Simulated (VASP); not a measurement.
Set up this calculation in VASP 6.6.1, as the native input.

| Property | Result |
| --- | --- |
| Task | relaxation of cell and atoms |
| Functional | LDA |
| Potentials or basis | VASP PAW LDA potentials, release 64 (Zr_sv, C) |
| Cutoff | 520 eV |
| k mesh | 16 × 16 × 16 |
| Occupations | gaussian, width 0.1 eV |
| Spin | no spin polarisation |
| Further INCAR settings | ALGO = Normal; EDIFF = 1e-07; IBRION = 2; EDIFFG = -0.002; NSW = 80; ISIF = 3 |

The structure of ZrC lies in POSCAR:

```
ZrC
1.0
    0.0000000000      2.3650000000      2.3650000000
    2.3650000000      0.0000000000      2.3650000000
    2.3650000000      2.3650000000      0.0000000000
Zr C
1 1
Direct
    0.5000000000      0.5000000000      0.5000000000
    0.0000000000      0.0000000000      0.0000000000
```

These files were run (other wordings do the same):

INCAR

```
PREC = Accurate ; ENCUT = 520
EDIFF = 1E-7 ; ISMEAR = 0
SIGMA = 0.1 ; LREAL = False
LASPH = True ; NELM = 80
ALGO = Normal ; ISIF = 3
LWAVE = False ; LCHARG = False
GGA = CA ; IBRION = 2
NSW = 80 ; EDIFFG = -0.002
```

KPOINTS

```
Automatic mesh
0
Gamma
  16 16 16
```

Potentials or basis: VASP PAW LDA potentials, release 64 (Zr_sv, C).

Command:

```sh
$ cat potpaw_LDA.64/Zr_sv/POTCAR potpaw_LDA.64/C/POTCAR > POTCAR
$ mpirun -np 1 vasp_std > vasp.out
```

It gave:

- Relaxed volume: 12.53 Å³/atom
- Relaxed cell: a = 3.285 Å, b = 3.285 Å, c = 3.285 Å, α = 60.00°, β = 60.00°, γ = 60.00°
- Space group after relaxing (to 0.05 Å): Fm-3m (No. 225)
- Energy gained by relaxing: 27.2 meV/atom
- Ionic steps: 7
- Pressure after relaxing: 0.0 GPa
- Band gap on the k mesh: none (metal or under the smearing width)

Wall time 3.7 min on 1 thread of Intel(R) Xeon(R) Platinum 8259CL CPU @ 2.50GHz (Skylake/Cascade Lake) (shared host), peak memory 0.19 GiB.
